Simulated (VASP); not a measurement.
# Ca (Fd-3m) in VASP: a series of runs

The runs below take Ca through single point, with LDA.

Program: VASP 6.6.1. These are calculated values, not measurements. Logs are shortened: lines on timing, memory, paths and dates and some standing lists are left out, and cuts for length are marked.

## 1. The structure

It takes space group Fd-3m (No. 227, cubic). Conventional cell: a = 7.896 Å, b = 7.896 Å, c = 7.896 Å, α = 90.00°, β = 90.00°, γ = 90.00°. Around Ca (site symmetry -43m) lie 4 Ca at 3.42 Å.

This isn't the form of Ca at room conditions, which is fcc.

## 2. Single point, LDA

The input, INCAR:

```
  PREC = Accurate
  ENCUT = 520
  EDIFF = 1E-7
  ISMEAR = -1
  SIGMA = 0.1
  LREAL = False
  LASPH = True
  NELM = 100
  ALGO = Fast
  ISIF = 2
  LWAVE = False
  LCHARG = False
  GGA = CA
  NBANDS = 17
```

The input, KPOINTS:

```
Automatic mesh
0
Gamma
  8 8 8
```

The input, POSCAR:

```
Ca
1.0
    0.0000000000      3.9481291056      3.9481291056
    3.9481291056      0.0000000000      3.9481291056
    3.9481291056      3.9481291056      0.0000000000
Ca
2
Direct
    0.1250000000      0.1250000000      0.1250000000
    0.8750000000      0.8750000000      0.8750000000
```

Potentials or basis: VASP PAW LDA potentials, release 64 (Ca_sv).

Started as:

```
$ cat potpaw_LDA.64/Ca_sv/POTCAR > POTCAR
$ mpirun -np 1 vasp_std > vasp.out
```

OUTCAR:

```text
PREC = Accurate
   ENCUT = 520
   EDIFF = 1E-7
   ISMEAR = -1
   LREAL = False
   LASPH = True
   NELM = 100
   ISIF = 2
   GGA = CA

 ion  position               nearest neighbor table
   1  0.125  0.125  0.125-
   2  0.875  0.875  0.875-

  LATTYP: Found a face centered cubic cell.
 ALAT       =     7.8962582112

  Lattice vectors:

 A1 = (   0.0000000000,   3.9481291056,   3.9481291056)
 A2 = (   3.9481291056,   0.0000000000,   3.9481291056)
 A3 = (   3.9481291056,   3.9481291056,   0.0000000000)

Analysis of symmetry for initial positions (statically):
=====================================================================
 Subroutine PRICEL returns:
 Original cell was already a primitive cell.

 Routine SETGRP: Setting up the symmetry group for a
 face centered cubic supercell.

 Subroutine GETGRP returns: Found 48 space group operations
 (whereof 12 operations were pure point group operations)
 out of a pool of 48 trial point group operations.

The static configuration has the point symmetry D_3d.
 The point group associated with its full space group is O_h .

Analysis of symmetry for dynamics (positions and initial velocities):
=====================================================================
 Subroutine PRICEL returns:
 Original cell was already a primitive cell.

 Routine SETGRP: Setting up the symmetry group for a
 face centered cubic supercell.

 Subroutine GETGRP returns: Found 48 space group operations
 (whereof 12 operations were pure point group operations)
 out of a pool of 48 trial point group operations.

The dynamic configuration has the point symmetry D_3d.
 The point group associated with its full space group is O_h .

 Subroutine INISYM returns: Found 48 space group operations
 (whereof 12 operations are pure point group operations),
 and found     1 'primitive' translations

----------------------------------------------------------------------------------------

                                     Primitive cell

  volume of cell :     123.0847

  direct lattice vectors                    reciprocal lattice vectors
     0.000000000  3.948129106  3.948129106    -0.126642262  0.126642262  0.126642262
     3.948129106  0.000000000  3.948129106     0.126642262 -0.126642262  0.126642262
     3.948129106  3.948129106  0.000000000     0.126642262  0.126642262 -0.126642262

  length of vectors
     5.583497727  5.583497727  5.583497727     0.219350832  0.219350832  0.219350832

  position of ions in fractional coordinates (direct lattice)
     0.125000000  0.125000000  0.125000000
     0.875000000  0.875000000  0.875000000

  ion indices of the primitive-cell ions
   primitive index   ion index
                 1           1
                 2           2

----------------------------------------------------------------------------------------

 KPOINTS: Automatic mesh

Automatic generation of k-mesh.
 Grid dimensions read from file:
 generate k-points for:    8    8    8

 Generating k-lattice:

  Cartesian coordinates                     Fractional coordinates (reciprocal lattice)
    -0.015830283  0.015830283  0.015830283     0.125000000  0.000000000  0.000000000
     0.015830283 -0.015830283  0.015830283     0.000000000  0.125000000  0.000000000
     0.015830283  0.015830283 -0.015830283     0.000000000  0.000000000  0.125000000

  Length of vectors
     0.027418854  0.027418854  0.027418854

  Shift w.r.t. Gamma in fractional coordinates (k-lattice)
     0.000000000  0.000000000  0.000000000

 Subroutine IBZKPT returns following result:
 ===========================================

 Found     29 irreducible k-points:

 Following reciprocal coordinates:
            Coordinates               Weight
  0.000000  0.000000  0.000000      1.000000
  0.125000  0.000000  0.000000      8.000000
  0.250000  0.000000  0.000000      8.000000
  0.375000  0.000000  0.000000      8.000000
  0.500000  0.000000  0.000000      4.000000
  0.125000  0.125000  0.000000      6.000000
[... 16 lines left out ...]
  0.500000  0.250000  0.125000     48.000000
 -0.375000  0.250000  0.125000     24.000000
 [... further k-points ...]
   k-points           NKPTS =     29   k-points in BZ     NKDIM =     29   number of bands    NBANDS=     17
   number of dos      NEDOS =    301   number of ions     NIONS =      2
   total plane-waves  NPLWV =  74088
   dimension x,y,z NGX =    42 NGY =   42 NGZ =   42
   dimension x,y,z NGXF=    84 NGYF=   84 NGZF=   84
   ions per type =               2
   NGX,Y,Z   is equivalent  to a cutoff of  12.51, 12.51, 12.51 a.u.
   NGXF,Y,Z  is equivalent  to a cutoff of  25.01, 25.01, 25.01 a.u.
 SYSTEM =  unknown system
   PREC   = accura    normal or accurate (medium, high low for compatibility)
   ISTART =      0    job   : 0-new  1-cont  2-samecut
   ICHARG =      2    charge: 1-file 2-atom 10-const
   ISPIN  =      1    spin polarized calculation?
   LNONCOLLINEAR =      F non collinear calculations
   LSORBIT =      F    spin-orbit coupling
   LASPH  =      T    aspherical Exc in radial PAW
   ENCUT  =  520.0 eV  38.22 Ry    6.18 a.u.  10.38 10.38 10.38*2*pi/ulx,y,z
   NELM   =    100;   NELMIN=  2; NELMDL= -5     # of ELM steps
   EDIFF  = 0.1E-06   stopping-criterion for ELM
   LREAL  =      F    real-space projection
   EDIFFG = 0.1E-05   stopping-criterion for IOM
   NSW    =      0    number of steps for IOM
   IBRION =     -1    ionic relax: 0-MD 1-quasi-New 2-CG
   NFREE  =      0    steps in history (QN), initial steepest desc. (CG)
   ISIF   =      2    stress and relaxation
   ISYM   =      2    0-nonsym 1-usesym 2-fastsym
   POTIM  = 0.5000    time-step for ionic-motion
   TEBEG  =    0.0;   TEEND  =   0.0 temperature during run
   PSTRESS=    0.0 pullay stress
   NELECT =      20.0000    total number of electrons
   NUPDOWN=      -1.0000    fix difference up-down
   EMIN   =  10.00;   EMAX   =-10.00  energy-range for DOS
   EFERMI =   0.00;   METHOD = LEGACY
   ISMEAR =    -1;   SIGMA  =   0.10  broadening in eV -4-tet -1-fermi 0-gaus
   EFERMI_NEDOS =   21; number of points for ismear=-14 and -15
   IALGO  =     68    algorithm
   IMIX   =      4    mixing-type and parameters
     AMIX     =   0.40;   BMIX     =  1.00
     AMIX_MAG =   1.60;   BMIX_MAG =  1.00
  volume/ion in A,a.u.               =      61.54       415.31
  Fermi-wavevector in a.u.,A,eV,Ry     =   0.893340  1.688168 10.858218  0.798056
  Thomas-Fermi vector in A             =   2.015405
   LORBIT       =      0    0 simple, 1 ext, 2 COOP (PROOUT), +10 PAW based schemes
   GGA     = CA    functional components
   LHFCALC =     F    Hartree Fock is set to
   AEXX    =    0.0000 exact exchange contribution
   IVDW    =     0    specifies the selected vdW correction
   LEPSILON=     F    determine dielectric tensor
   LRPA    =     F    only Hartree local field effects (RPA)
 non-spin polarized calculation
 RMM-DIIS sequential band-by-band and
  energy-cutoff  :      520.00
  volume of cell :      123.08
 maximum number of plane-waves:      3330
 NGX is ok and might be reduce to    42
   NGX = 21   NGY = 21   NGZ = 21

 number of electron      19.9999999 magnetization

 Free energy of the ion-electron system (eV)
  ---------------------------------------------------
  ext. energy  EPLUGINS =         0.00000000
  ---------------------------------------------------
  free energy    TOTEN  =        -2.16618093 eV

  energy without entropy =       -2.04010651  energy(sigma->0) =       -2.10314372

 E-fermi :   0.3627     XC(G=0):  -6.6716

 val. band max:        0.3387683357   @ k =  -0.3750   0.5000   0.1250
 cond. band min:       0.4074730122   @ k =   0.3750   0.3750   0.0000
 fundamental gap:      0.0687046766
 Fermi energy:         0.3627150861

 k-point     1 :       0.0000    0.0000    0.0000
  band No.  band energies     occupation
      1     -41.9639      2.00000
      2     -41.9118      2.00000
      3     -23.2894      2.00000
      4     -23.2894      2.00000
      5     -23.2894      2.00000
      6     -23.1482      2.00000
[... 9 lines left out ...]
     16       1.9693      0.00000
     17       1.9693      0.00000

 k-point     2 :       0.1250    0.0000    0.0000
  band No.  band energies     occupation
      1     -41.9624      2.00000
      2     -41.9133      2.00000
      3     -23.2917      2.00000
      4     -23.2917      2.00000
      5     -23.2887      2.00000
      6     -23.1494      2.00000
[... 9 lines left out ...]
     16       1.9730      0.00000
     17       1.9730      0.00000

 k-point     3 :       0.2500    0.0000    0.0000
  band No.  band energies     occupation
      1     -41.9584      2.00000
      2     -41.9173      2.00000
      3     -23.2969      2.00000
      4     -23.2969      2.00000
      5     -23.2868      2.00000
      6     -23.1522      2.00000
[... 9 lines left out ...]
     16       2.0472      0.00000
     17       2.0472      0.00000

 k-point     4 :       0.3750    0.0000    0.0000
  band No.  band energies     occupation
      1     -41.9535      2.00000
      2     -41.9222      2.00000
      3     -23.3018      2.00000
      4     -23.3018      2.00000
      5     -23.2850      2.00000
      6     -23.1551      2.00000
[... 9 lines left out ...]
     16       2.2556      0.00000
     17       2.2557      0.00000

 k-point     5 :       0.5000    0.0000    0.0000
  band No.  band energies     occupation
      1     -41.9509      2.00000
      2     -41.9248      2.00000
      3     -23.3038      2.00000
      4     -23.3038      2.00000
      5     -23.2842      2.00000
      6     -23.1562      2.00000
[... 9 lines left out ...]
     16       2.4066      0.00000
     17       2.4069      0.00000

 k-point     6 :       0.1250    0.1250    0.0000
  band No.  band energies     occupation
      1     -41.9619      2.00000
      2     -41.9138      2.00000
      3     -23.2943      2.00000
      4     -23.2943      2.00000
      5     -23.2843      2.00000
      6     -23.1539      2.00000
[... 9 lines left out ...]
     16       1.9653      0.00000
     17       1.9653      0.00000

 k-point     7 :       0.2500    0.1250    0.0000
  band No.  band energies     occupation
      1     -41.9587      2.00000
      2     -41.9170      2.00000
      3     -23.2997      2.00000
      4     -23.2996      2.00000
      5     -23.2794      2.00000
      6     -23.1594      2.00000
[... 9 lines left out ...]
     16       1.9825      0.00000
     17       2.0163      0.00000

 k-point     8 :       0.3750    0.1250    0.0000
  band No.  band energies     occupation
      1     -41.9538      2.00000
      2     -41.9219      2.00000
      3     -23.3060      2.00000
      4     -23.3044      2.00000
      5     -23.2749      2.00000
      6     -23.1645      2.00000
[... 9 lines left out ...]
     16       2.1006      0.00000
     17       2.2349      0.00000
[... 203 lines left out ...]
      1     -41.9428      2.00000
      2     -41.9329      2.00000
      3     -23.3183      2.00000
      4     -23.3162      2.00000
      5     -23.2351      2.00000
      6     -23.2055      2.00000
[... 9 lines left out ...]
     16       2.1334      0.00000
     17       2.3040      0.00000

 k-point    20 :      -0.3750    0.3750    0.0000
  band No.  band energies     occupation
      1     -41.9417      2.00000
      2     -41.9340      2.00000
      3     -23.3208      2.00000
      4     -23.3140      2.00000
      5     -23.2368      2.00000
      6     -23.2034      2.00000
[... 9 lines left out ...]
     16       2.2170      0.00000
     17       2.3035      0.00000

 k-point    21 :       0.5000    0.5000    0.0000
  band No.  band energies     occupation
      1     -41.9379      2.00000
      2     -41.9379      2.00000
      3     -23.3182      2.00000
      4     -23.3182      2.00000
      5     -23.2205      2.00000
      6     -23.2205      2.00000
[... 9 lines left out ...]
     16       2.1270      0.00000
     17       2.3425      0.00000

 k-point    22 :       0.3750    0.2500    0.1250
  band No.  band energies     occupation
      1     -41.9549      2.00000
      2     -41.9208      2.00000
      3     -23.3084      2.00000
      4     -23.3029      2.00000
      5     -23.2709      2.00000
      6     -23.1684      2.00000
[... 9 lines left out ...]
     16       1.9908      0.00000
     17       2.1528      0.00000

 k-point    23 :       0.5000    0.2500    0.1250
  band No.  band energies     occupation
      1     -41.9499      2.00000
      2     -41.9258      2.00000
      3     -23.3146      2.00000
      4     -23.3072      2.00000
      5     -23.2622      2.00000
      6     -23.1775      2.00000
[... 9 lines left out ...]
     16       2.0807      0.00000
     17       2.4312      0.00000

 k-point    24 :      -0.3750    0.2500    0.1250
  band No.  band energies     occupation
      1     -41.9471      2.00000
      2     -41.9287      2.00000
      3     -23.3168      2.00000
      4     -23.3093      2.00000
      5     -23.2580      2.00000
      6     -23.1817      2.00000
[... 9 lines left out ...]
     16       2.2135      0.00000
     17       2.4535      0.00000

 [... further k-points ...]
[... 5 lines left out ...]
  --------------------------------------------------------------------------------------
  -------------------------------------------------------------------------------------
  Total        0.4805908      0.4805908      0.4805908      0.0000000     -0.0000000      0.0000000
  in kB        6.2557881      6.2557881      6.2557881      0.0000000     -0.0000000      0.0000000
  external PRESSURE =       6.2557881 kB  Pullay stress =       0.0000000 kB

 VOLUME and BASIS-vectors are now :
 -----------------------------------------------------------------------------
  energy-cutoff  :      520.00
  volume of cell :      123.08
      direct lattice vectors                 reciprocal lattice vectors
     0.000000000  3.948129106  3.948129106    -0.126642262  0.126642262  0.126642262
     3.948129106  0.000000000  3.948129106     0.126642262 -0.126642262  0.126642262
     3.948129106  3.948129106  0.000000000     0.126642262  0.126642262 -0.126642262

 POSITION                                       TOTAL-FORCE (eV/Angst)
 -----------------------------------------------------------------------------------
      0.98703      0.98703      0.98703         0.000000     -0.000000      0.000000
      6.90923      6.90923      6.90923        -0.000000      0.000000     -0.000000
 -----------------------------------------------------------------------------------
    total drift:                                0.000000      0.000000      0.000000

  FREE ENERGIE OF THE ION-ELECTRON SYSTEM (eV)
  ---------------------------------------------------
  free  energy   TOTEN  =        -2.1661809270 eV

  energy  without entropy=       -2.0401065076  energy(sigma->0) =       -2.10314372
```

Wall time 74 s (1 thread of Intel Xeon Platinum 8488C (Sapphire Rapids), shared host); peak memory 0.22 GiB.

Results:

```yaml
Free_energy: -2.1662 eV
Pressure: 0.6 GPa
Band_gap_on_the_k_mesh: none (metal or under the smearing width)
```

(Part 1 of 2 ends here.)
